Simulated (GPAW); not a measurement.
# MoS2 (P6_3/mmc) in GPAW: notebook, part 2 of 2

GPAW 26.7.0. Earlier steps stand in the parts before.

**4. Single point, r2SCAN**

Input file run.py:

```python
from ase.dft.bandgap import bandgap
from ase.io import write
from ase.spacegroup import crystal
from ase.units import GPa
from gpaw import GPAW, PW

# Mo 2c
# S 4f
atoms = crystal(['Mo', 'S'],
                basis=[[0.6666666667, 0.3333333333, 0.75],
                       [0.6666666667, 0.3333333333, 0.377]],
                spacegroup=194, setting=1,  # P6_3/mmc
                cellpar=[3.169, 3.169, 12.324, 90.0, 90.0, 120.0],
                primitive_cell=True)

calc = GPAW(mode=PW(500),
            xc='MGGA_X_R2SCAN+MGGA_C_R2SCAN',
            kpts={'size': (8, 8, 2), 'gamma': True},
            occupations={'name': 'fermi-dirac', 'width': 0.05},
            nbands=46,
            maxiter=120,
            txt='gpaw.txt')
atoms.calc = calc
energy = atoms.get_potential_energy()
forces = atoms.get_forces()
stress = atoms.get_stress()
calc.write('gs.gpw')
write('result.traj', atoms)
print(f'Energy: {energy:.6f} eV')
print('Forces (eV/A):')
print(forces.round(4))
print('Stress (GPa):', (stress / GPa).round(3))
print('Fermi level:', round(calc.get_fermi_level(), 4), 'eV')
print(f'Gap: {bandgap(calc)[0]:.4f} eV, direct: {bandgap(calc, direct=True)[0]:.4f} eV')
```

Potentials or basis: GPAW PAW data sets (gpaw-data 1.2.1), pw.

Command:

```bash
> OMP_NUM_THREADS=1 python run.py
```

gpaw.txt:

```text
__  _  _
 | _ |_)|_||  |
 |__||  | ||/\| - 26.7.0

Input parameters:
  mode=PW(ecut=500.0),
  kpts=MonkhorstPack(size=(8, 8, 2), gamma=True),
  maxiter=120,
  nbands=46,
  occupations=Occupations(name='fermi-dirac', width=0.05),
  xc=XC(name='MGGA_X_R2SCAN+MGGA_C_R2SCAN')

Diagonalizing LCAO Hamiltonian
Converting LCAO to pw mode

        S

           Mo
        S

           S
        Mo

           S

Atoms  # Å, Bohr magnetons
|   | symbol |         x |        y |         z |    initial magnetic moments |
|---|--------|-----------|----------|-----------|-----------------------------|
| 0 |     Mo |  1.584500 | 0.914812 |  9.243000 | ( 0.0000,  0.0000,  0.0000) |
| 1 |     Mo | -0.000000 | 1.829623 |  3.081000 | ( 0.0000,  0.0000,  0.0000) |
| 2 |      S |  1.584500 | 0.914812 |  4.646148 | ( 0.0000,  0.0000,  0.0000) |
| 3 |      S | -0.000000 | 1.829623 | 10.808148 | ( 0.0000,  0.0000,  0.0000) |
| 4 |      S | -0.000000 | 1.829623 |  7.677852 | ( 0.0000,  0.0000,  0.0000) |
| 5 |      S |  1.584500 | 0.914812 |  1.515852 | ( 0.0000,  0.0000,  0.0000) |

Unit cell  # Å
| periodic |         x |        y |         z |   lengths |     angles |
|----------|-----------|----------|-----------|-----------|------------|
|      yes |  3.169000 | 0.000000 |  0.000000 |  3.169000 |  90.000000 |
|      yes | -1.584500 | 2.744435 |  0.000000 |  3.169000 |  90.000000 |
|      yes |  0.000000 | 0.000000 | 12.324000 | 12.324000 | 120.000000 |

Number of symmetries: 12
Symmetry operations  # r_c * U_cc + t_c -> r_c
|    | kind |            matrix            |
|----|------|------------------------------|
|  0 |  σ   |  1, 1, 0,  0,-1, 0,  0, 0, 1 |
|  1 |  S6  |  1, 1, 0, -1, 0, 0,  0, 0,-1 |
|  2 |  E   |  1, 0, 0,  0, 1, 0,  0, 0, 1 |
|  3 |  C2  |  1, 0, 0, -1,-1, 0,  0, 0,-1 |
|  4 |  C2  |  0, 1, 0,  1, 0, 0,  0, 0,-1 |
|  5 |  C3  |  0, 1, 0, -1,-1, 0,  0, 0, 1 |
|  6 |  S6  |  0,-1, 0,  1, 1, 0,  0, 0,-1 |
|  7 |  σ   |  0,-1, 0, -1, 0, 0,  0, 0, 1 |
|  8 |  σ   | -1, 0, 0,  1, 1, 0,  0, 0, 1 |
|  9 |  i   | -1, 0, 0,  0,-1, 0,  0, 0,-1 |
| 10 |  C3  | -1,-1, 0,  1, 0, 0,  0, 0, 1 |
| 11 |  C2  | -1,-1, 0,  0, 1, 0,  0, 0,-1 |

BZ-sampling:
  Number of BZ points: 128
  Number of IBZ points: 20

  Monkhorst-Pack size: [8, 8, 2]
  Monkhorst-Pack shift: [0.0625, 0.0625, 0.25]

K-points  # in reciprocal-cell coordinates
|     |                                coordinates |     weight |
|-----|--------------------------------------------|------------|
[... 81 lines left out ...]
    |    p |        |      20.203 |    0.979 |
    |    d |        |       0.000 |    0.900 |

    Using partial waves for S as LCAO basis

Reference energy: -263698.624853  # eV

eigensolver:
  PPCG
  Converge bands: occupied
  niter=2

density mixing:
  MSR1-Mixer
  Pratt-step length: 0.05
  Maximum mixing coefficient: 0.75
  Old densities: 10
  SVD Regularization: 0.005
  Good broyden scale: 1.0
  Trust region scale: 1.0
  Backstep threshold: 4.0
  History deletion threshold: 6.0
  Fourier metric: weight=20.0, sigma=0.015

occupation numbers:
  Fermi-Dirac:
    width: 0.0500  # eV

poisson solver:
  ecut: 4000.0  # eV

xc functional:
  name: MGGA_X_R2SCAN+MGGA_C_R2SCAN with 2 nearest neighbor stencil

convergence criteria:
- Maximum [total energy] change in last 3 cyles: 0.0005 eV / valence electron
- Maximum integral of absolute [dens]ity change: 0.0001 electrons / valence electron
- Maximum integral of absolute [eigenst]ate change: 4e-08 eV^2 / valence electron
maximum number of iterations: 120

SCF iterations
|iter     | |      energy | eigst |  dens |
|---------|-|-------------|-------|-------|
|iter:   1| | -100.957481 | +0.56 |       |
|iter:   2| |  -85.004634 | -0.94 | -1.00 |
|iter:   3| |  -82.998183 | -0.90 | -1.04 |
|iter:   4| |  -83.063585 | -2.14 | -1.53 |
|iter:   5| |  -83.095172 | -2.35 | -1.74 |
|iter:   6| |  -83.097426 | -3.22 | -2.26 |
|iter:   7| |  -83.093080c| -3.97 | -2.50 |
|iter:   8| |  -83.092379c| -4.57 | -2.81 |
|iter:   9| |  -83.092366c| -5.42 | -3.34 |
|iter:  10| |  -83.092368c| -6.63 | -4.14c|
|iter:  11| |  -83.092368c| -8.08c| -4.71c|

Converged in 11 steps
Energy contributions relative to reference atoms: (reference = -263698.624853)

Energy contributions:
  Kinetic:         -26.214981
  Coulomb:          13.629118
  Zero:             -0.898186
  External:          0.000000
  Xc:              -69.608318
  Entropy:          -0.000001
  Spinorbit:         0.000000
  ----------------------------
  Free energy:     -83.092369
  Extrapolated:    -83.092368

dipole moment: (0.000001, 0.000002, 0.000007)  # |e|*Ang

Fermi level: 8.538
Eigenvalues  # (at kpt = [0.000, 0.000, 0.000])
| band index |      eig [eV] | occ [0-2] |
|------------|---------------|-----------|
|          0 |       -55.516 |     2.000 |
|        ... |               |           |
|         18 |         4.649 |     2.000 |
|         19 |         5.758 |     2.000 |
|         20 |         5.758 |     2.000 |
|         21 |         5.807 |     2.000 |
|         22 |         5.807 |     2.000 |
|         23 |         6.770 |     2.000 |
[... 8 lines left out ...]
|         32 |        10.622 |     0.000 |
|         33 |        10.622 |     0.000 |
|        ... |               |           |
|         45 |        21.062 |     0.000 |

Gap: 1.080 eV
Transition (v -> c):
  (s=0, k=0, n=25, [0.00, 0.00, 0.00]) -> (s=0, k=8, n=26, [0.38, -0.12, 0.00])
Direct/indirect transitions are different
Direct gap: 2.034 eV
Transition at: (s=0, k=12, n=25, [0.38, 0.38, 0.00])

Forces  # eV/Ang
|        x |        y |        z |
|----------|----------|----------|
| -0.00000 | -0.00000 | -0.00006 |  # Mo   0
|  0.00000 |  0.00000 |  0.00006 |  # Mo   1
|  0.00000 |  0.00000 | -0.23455 |  # S    2
|  0.00000 |  0.00000 | -0.23446 |  # S    3
| -0.00000 |  0.00000 |  0.23455 |  # S    4
|  0.00000 | -0.00000 |  0.23446 |  # S    5

Stress tensor  # eV/Ang^3
|         x |         y |        z |
|-----------|-----------|----------|
| -0.007485 |  0.000000 | 0.000000 |
|  0.000000 | -0.007485 | 0.000000 |
|  0.000000 |  0.000000 | 0.000768 |

# Writing to gs.gpw (mode='')
```

It took 1.8 min on 1 thread of Intel Xeon Platinum 8559C (Emerald Rapids), shared host; peak memory 0.34 GiB.

Results:

```
Free energy            : -83.0924 eV
Pressure               : 0.8 GPa
Largest force          : 0.235 eV/Å
Band gap on the k mesh : 1.08 eV, indirect (least direct gap 2.03 eV)
```

Forces in eV/Å, atoms in the order of the input:
```
Mo   0.000  0.000  0.000
Mo   0.000  0.000  0.000
S    0.000  0.000 -0.235
S    0.000  0.000 -0.234
S    0.000  0.000  0.235
S    0.000  0.000  0.234
```

Caveat: the cutoff is short for stress and forces, so pressures can be off by a GPa or more; the PAW data sets were made with another functional, which shifts forces and pressure a little.

**5. Single point, LDA**

Input file run.py:

```python
from ase import Atoms
from ase.dft.bandgap import bandgap
from ase.io import write
from ase.units import GPa
from gpaw import GPAW, PW

atoms = Atoms(['Mo', 'Mo', 'S', 'S', 'S', 'S'],
              cell=[[3.169, 0.0, 0.0],
                    [-1.5845, 2.7444345046, 0.0],
                    [0.0, 0.0, 12.324]],
              scaled_positions=[[0.6666666667, 0.3333333333, 0.75],
                                [0.3333333333, 0.6666666667, 0.25],
                                [0.6666666667, 0.3333333333, 0.377],
                                [0.3333333333, 0.6666666667, 0.877],
                                [0.6666666667, 0.3333333333, 0.123],
                                [0.3333333333, 0.6666666667, 0.623]],
              pbc=True)

calc = GPAW(mode=PW(450),
            xc='LDA',
            kpts={'size': (8, 8, 2), 'gamma': True},
            occupations={'name': 'fermi-dirac', 'width': 0.05},
            nbands=46,
            maxiter=120,
            txt='gpaw.txt')
atoms.calc = calc
energy = atoms.get_potential_energy()
forces = atoms.get_forces()
stress = atoms.get_stress()
calc.write('gs.gpw')
write('result.traj', atoms)
print(f'Energy: {energy:.6f} eV')
print('Forces (eV/A):')
print(forces.round(4))
print('Stress (GPa):', (stress / GPa).round(3))
print('Fermi level:', round(calc.get_fermi_level(), 4), 'eV')
print(f'Gap: {bandgap(calc)[0]:.4f} eV, direct: {bandgap(calc, direct=True)[0]:.4f} eV')
```

Potentials or basis: the program's PAW data sets (release 1.2.1) made for this functional, pw.

Command:

```bash
> OMP_NUM_THREADS=1 python run.py
```

It took 14 s on 1 thread of AMD EPYC 9R45 (Zen 5), shared host; peak memory 0.2 GiB.

Results (log left out):

```
Free energy            : -49.6045 eV
Pressure               : -6.3 GPa
Largest force          : 0.526 eV/Å
Band gap on the k mesh : 0.90 eV, indirect (least direct gap 1.91 eV)
```

Forces on the atoms (eV/Å):
```
Mo   0.000  0.000  0.000
Mo   0.000  0.000  0.000
S    0.000  0.000 -0.526
S    0.000  0.000 -0.524
S    0.000  0.000  0.524
S    0.000  0.000  0.526
```

Stress tensor (GPa, compression positive):
```
-6.43  0.00  0.00
 0.00 -6.43  0.00
 0.00  0.00 -6.10
```

Levels at points of the mesh, in eV from the valence-band top:
| k point | band 24 | band 25 | band 26 | band 27 | band 28 | band 29 |
| --- | --- | --- | --- | --- | --- | --- |
| (0.00, 0.00, 0.00) | -1.20 | -1.16 | 0.00 | 2.08 | 2.08 | 2.11 |
| (0.00, 0.00, 0.50) | -2.15 | -0.27 | -0.27 | 2.08 | 2.08 | 2.08 |
| (0.50, 0.50, 0.00) | -1.52 | -1.42 | -1.29 | 1.55 | 1.60 | 1.93 |
| (0.50, 0.50, 0.50) | -1.62 | -1.34 | -1.34 | 1.57 | 1.57 | 2.08 |

Caveat: the cutoff is short for stress and forces, so pressures can be off by a GPa or more.

**6. Single point, PBE**

Edit run.py of step 5 so:

```diff
@@ -19,3 +19,3 @@
 calc = GPAW(mode=PW(450),
-            xc='LDA',
+            xc='PBE',
             kpts={'size': (8, 8, 2), 'gamma': True},
```

Potentials or basis: GPAW PAW data sets (gpaw-data 1.2.1), pw.

Command:

```bash
> OMP_NUM_THREADS=1 python run.py
```

It took 21 s on 1 thread of Intel Xeon 6975P-C (Granite Rapids), shared host; peak memory 0.2 GiB.

It converged, with:

- Free energy: -44.1115 eV
- Pressure: 1.8 GPa
- Largest force: 0.057 eV/Å
- Band gap on the k mesh: 0.97 eV, indirect (least direct gap 1.91 eV)

Forces on the atoms (eV/Å):
```
Mo   0.000  0.000  0.000
Mo   0.000  0.000  0.000
S    0.000  0.000 -0.057
S    0.000  0.000 -0.055
S    0.000  0.000  0.055
S    0.000  0.000  0.057
```

Stress tensor (GPa, compression positive):
```
1.62 0.00 0.00
0.00 1.62 0.00
0.00 0.00 2.06
```

Levels at points of the mesh, in eV from the valence-band top:
| k point | band 22 | band 23 | band 24 | band 25 | band 26 | band 27 | band 28 | band 29 | band 30 | band 31 |
| --- | --- | --- | --- | --- | --- | --- | --- | --- | --- | --- |
| (0.00, 0.00, 0.00) | -2.10 | -2.10 | -1.18 | -1.14 | 0.00 | 2.09 | 2.09 | 2.12 | 2.12 | 2.26 |
| (0.00, 0.00, 0.50) | -2.13 | -2.13 | -2.13 | -0.26 | -0.26 | 2.10 | 2.10 | 2.10 | 2.10 | 2.35 |
| (0.50, 0.50, 0.00) | -2.46 | -1.72 | -1.52 | -1.39 | -1.27 | 1.57 | 1.62 | 1.97 | 2.23 | 2.83 |
| (0.50, 0.50, 0.50) | -2.60 | -1.62 | -1.62 | -1.32 | -1.32 | 1.59 | 1.59 | 2.11 | 2.11 | 3.20 |

Caveat: the cutoff is short for stress and forces, so pressures can be off by a GPa or more; this functional lacks dispersion, which binds the layers, so the pressure and a relaxed spacing across them are unreliable.

**7. Overview**

```csv
level,potentials or basis,cutoff (eV),gap on the mesh (eV),pressure (GPa),largest force (eV/Å)
r2SCAN,"GPAW PAW data sets (gpaw-data 1.2.1), pw",500,1.08,0.8,0.23
LDA,"the program's PAW data sets (release 1.2.1) made for this functional, pw",450,0.90,-6.3,0.53
PBE,"GPAW PAW data sets (gpaw-data 1.2.1), pw",450,0.97,1.8,0.06
```

Alike in all rows: task single point; no spin polarisation; cell as given; k mesh 8 × 8 × 2; smearing fermi-dirac 0.05 eV.

Caveats: the cutoff is short for stress and forces, so pressures can be off by a GPa or more; the PAW data sets were made with another functional, which shifts forces and pressure a little (some runs); this functional lacks dispersion, which binds the layers, so the pressure and a relaxed spacing across them are unreliable (some runs).

Absolute energies hang on the potentials; compare differences alone.

**8. Comparison with measurements**

Step 2. A measured gap of MoS2 is 1.3 eV (indirect; 300 K; “Multiwavelength excitation Raman Scattering Analysis of bulk and 2 dimensional MoS2: Vibrational properties of atomically thin MoS2 layers”, 2015, arxiv:1506.03228); the calculated 1.08 eV misses it by -0.22 eV. Spin-orbit coupling on Mo is left out. The value is that of r2SCAN on a finite k mesh, which can miss the band edges, without temperature or zero-point motion.

Step 3. Against the measured gap of MoS2, 1.3 eV (indirect; 300 K; “Multiwavelength excitation Raman Scattering Analysis of bulk and 2 dimensional MoS2: Vibrational properties of atomically thin MoS2 layers”, 2015, arxiv:1506.03228), the calculated 0.90 eV is off by -0.40 eV. Spin-orbit coupling on Mo is left out. The value is that of LDA on a finite k mesh, which can miss the band edges, without temperature or zero-point motion. Semilocal functionals fall short of measured gaps as a rule.

Step 4. A measured gap of MoS2 is 1.3 eV (indirect; 300 K; “Multiwavelength excitation Raman Scattering Analysis of bulk and 2 dimensional MoS2: Vibrational properties of atomically thin MoS2 layers”, 2015, arxiv:1506.03228); the calculated 1.08 eV misses it by -0.22 eV. Spin-orbit coupling on Mo is left out. The value is that of r2SCAN on a finite k mesh, which can miss the band edges, without temperature or zero-point motion.

Step 5. Measured gap of MoS2: 1.3 eV (indirect; 300 K; “Multiwavelength excitation Raman Scattering Analysis of bulk and 2 dimensional MoS2: Vibrational properties of atomically thin MoS2 layers”, 2015, arxiv:1506.03228). This calculation gives 0.90 eV (-0.40 eV). Spin-orbit coupling on Mo is left out. The value is that of LDA on a finite k mesh, which can miss the band edges, without temperature or zero-point motion. Semilocal functionals fall short of measured gaps as a rule.

Step 6. A measured gap of MoS2 is 1.3 eV (indirect; 300 K; “Multiwavelength excitation Raman Scattering Analysis of bulk and 2 dimensional MoS2: Vibrational properties of atomically thin MoS2 layers”, 2015, arxiv:1506.03228); the calculated 0.97 eV misses it by -0.33 eV. Spin-orbit coupling on Mo is left out. The value is that of PBE on a finite k mesh, which can miss the band edges, without temperature or zero-point motion. Semilocal functionals fall short of measured gaps as a rule.
